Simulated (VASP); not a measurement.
Runs of VASP 6.6.1 on BaS. All rows change the cell; the cell of one of them follows. The structure is tetragonal, space group I-4m2 (No. 119). Conventional cell: a = 4.977 Å, b = 4.977 Å, c = 7.438 Å, α = 90.00°, β = 90.00°, γ = 90.00°. Ba (site symmetry -4m2) is surrounded by 4 S at 3.11 Å. Around S (site symmetry -4m2) lie 4 Ba at 3.11 Å. The cell was built by a generator and needn't be a form met in nature.

| level | cell | k mesh | smearing | exchange at q = 0 | grid for exact exchange (PRECFOCK) | screening parameter | gap on the mesh (eV) | pressure (GPa) |
| --- | --- | --- | --- | --- | --- | --- | --- | --- |
| PBE | uniaxial_x strain +5.7% | 6 × 6 × 6 | fermi-dirac 0.02 eV | - | - | - | 2.64 | -1.1 |
| HSE06 | epitaxial_xy strain -1.1% | 4 × 4 × 4 | gaussian 0.01 eV | truncated | Normal | 0.2079 1/A | 3.64 | 0.2 |
| HSE06 | shear_xy strain -2.0% | 4 × 4 × 4 | gaussian 0.01 eV | truncated | Normal | 0.2079 1/A | 3.64 | 0.2 |
| r2SCAN | uniaxial_x strain +5.7% | 6 × 6 × 6 | gaussian 0.01 eV | - | - | - | 2.97 | (a) |

Alike in all rows: task single point; potentials or basis VASP PAW PBE potentials, release 64 (Ba_sv, S); no spin polarisation; cutoff (eV) 520.

Fill in the values left out.

(a) -1.2.

Caveats: spin-orbit coupling is left out, which moves the levels of the heavy elements; the PAW data sets were made with another functional, which shifts forces and pressure a little (some runs).

A k mesh can miss the band edges, and the runs leave out spin-orbit coupling on Ba.
